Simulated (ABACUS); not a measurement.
The system is As.

```
CELL_PARAMETERS angstrom
1.88080 1.08588 3.51406
-1.88080 1.08588 3.51406
0.00000 -2.17176 3.51406
ATOMIC_POSITIONS crystal
As 0.21182 0.22474 0.23282
As 0.77552 0.77550 0.76813
```

The cell isn't the ideal one: atoms moved at random, drawn with an rms of 0.05 Å.

Below is the output of ABACUS 3.10.1 for this cell. Logs are shortened: lines on timing, memory, paths and dates and some standing lists are left out, and cuts for length are marked.

```text
ABACUS v3.10.1

               Atomic-orbital Based Ab-initio Computation at UStc

 ------------------------------------------------------------------------------------

 READING GENERAL INFORMATION
                           global_out_dir = OUT.As/
                           global_in_card = INPUT
                               pseudo_dir = ./
                              orbital_dir =
                                    DSIZE = 4
                                    GSIZE = 1

 READING UNITCELL INFORMATION
                                    ntype = 1
                  lattice constant (Bohr) = 1.88973
              lattice constant (Angstrom) = 1

 READING ATOM TYPE 1
                               atom label = As
                      L=0, number of zeta = 1
                      L=1, number of zeta = 1
                      L=2, number of zeta = 1
             number of atom for this type = 2

                        TOTAL ATOM NUMBER = 2
DIRECT COORDINATES
    atom                   x                   y                   z     mag                  vx                  vy                  vz
taud_As1            0.2118200000        0.2247440000        0.2328240000  0.0000        0.0000000000        0.0000000000        0.0000000000
taud_As2            0.7755240000        0.7755010000        0.7681290000  0.0000        0.0000000000        0.0000000000        0.0000000000

                          Volume (Bohr^3) = 290.59
                             Volume (A^3) = 43.0609

 Lattice vectors: (Cartesian coordinate: in unit of a_0)
              +1.8808            +1.08588            +3.51406
              -1.8808            +1.08588            +3.51406
                   +0            -2.17176            +3.51406
 Reciprocal vectors: (Cartesian coordinate: in unit of 2 pi/a_0)
            +0.265845           +0.153486           +0.094857
            -0.265845           +0.153486           +0.094857
                   +0           -0.306971           +0.094857
[... 211 lines left out ...]
----------------------------------------------------------
     Energy           Rydberg                 eV
----------------------------------------------------------
 E_KohnSham     -423.7288749931      -5765.1271070363
 E_Harris       -423.9375926393      -5767.9668562977
 E_Fermi        0.7955022008         10.8233627027
----------------------------------------------------------
[... 63 lines left out ...]
 Density error is 4.49783467362e-10
                          Error Threshold = 3.69960232391e-11
----------------------------------------------------------
     Energy           Rydberg                 eV
----------------------------------------------------------
 E_KohnSham     -423.7294492683      -5765.1349204510
 E_KS(sigma->0) -423.7293880237      -5765.1340871748
 E_Harris       -423.7294744893      -5765.1352636004
 E_band         -34.0774044371       -463.6468733944
 E_one_elec     -211.1564719268      -2872.9311877813
 E_Hartree      120.4672657952       1639.0412372951
 E_xc           -94.0289935621       -1279.3300896504
 E_Ewald        -239.0111270853      -3251.9132137620
 E_entropy(-TS) -0.0001224893        -0.0016665524
 E_descf        0.0000000000         0.0000000000
 E_exx          0.0000000000         0.0000000000
 E_Fermi        0.7991048402         10.8723791267
----------------------------------------------------------

 charge density convergence is achieved
 final etot is -5765.1349205 eV
 EFERMI = 10.872379127 eV

 STATE ENERGY(eV) AND OCCUPATIONS    NSPIN == 1
 1/92 kpoint (Cartesian) = 0.0000 0.0000 0.0000 (3787 pws)
       1       -25.4623     0.00274348
       2       -25.4497     0.00274348
       3       -25.4132     0.00274348
       4       -25.4121     0.00274348
       5       -25.3666     0.00274348
       6       -25.3391     0.00274348
[... 104 lines left out ...]
       6       -25.3399     0.00548697
[... 11 lines left out ...]
      18        13.7679    3.88057e-28
      19        16.8208    1.17918e-54

[... levels at 86 further k points ...]

------------------------------------------------------------------------------------------
 TOTAL-FORCE (eV/Angstrom)
------------------------------------------------------------------------------------------
                       As1         0.1253664604         0.2811403139         0.5805945844
                       As2        -0.1253664604        -0.2811403139        -0.5805945844
------------------------------------------------------------------------------------------

----------------------------------------------------------------
 TOTAL-STRESS (KBAR)
----------------------------------------------------------------
         5.9406522350        -2.2299244687         6.1558437525
        -2.2299244687        17.3011964657        13.2063722439
         6.1558437525        13.2063722439         4.5075681999
----------------------------------------------------------------
 TOTAL-PRESSURE: 9.249806 KBAR

 --------------------------------------------
 !FINAL_ETOT_IS -5765.1349204509560877 eV
 --------------------------------------------
```

Problem. What input gives this log?

Solution. Single point with PBEsol, no spin polarisation. The files as run (others can give the same):

INPUT
```
INPUT_PARAMETERS
suffix              As
calculation         scf
basis_type          pw
pseudo_dir          ./
symmetry            1
dft_functional      pbesol
ecutwfc             84
pseudo_rcut         7
nspin               1
nbands              19
ks_solver           dav
smearing_method     fd
smearing_sigma      0.00367493
scf_thr             1e-08
scf_nmax            100
mixing_type         broyden
mixing_beta         0.7
cal_force           1
cal_stress          1
kpar                4
```

STRU
```
ATOMIC_SPECIES
As 74.9216 As.upf

LATTICE_CONSTANT
1.8897261246

LATTICE_VECTORS
1.8807968987 1.0858785957 3.5140619945
-1.8807968987 1.0858785957 3.5140619945
0.0000000000 -2.1717571915 3.5140619945

ATOMIC_POSITIONS
Direct

As
0.0
2
0.2118200000 0.2247440000 0.2328240000 1 1 1
0.7755240000 0.7755010000 0.7681290000 1 1 1
```

KPT
```
K_POINTS
0
Gamma
9 9 9 0 0 0
```

Potentials or basis: PseudoDojo NC SR 0.4.1 PBEsol standard, plane waves.
Launch:
```sh
$ OMP_NUM_THREADS=1 mpirun -np 4 abacus > log
```
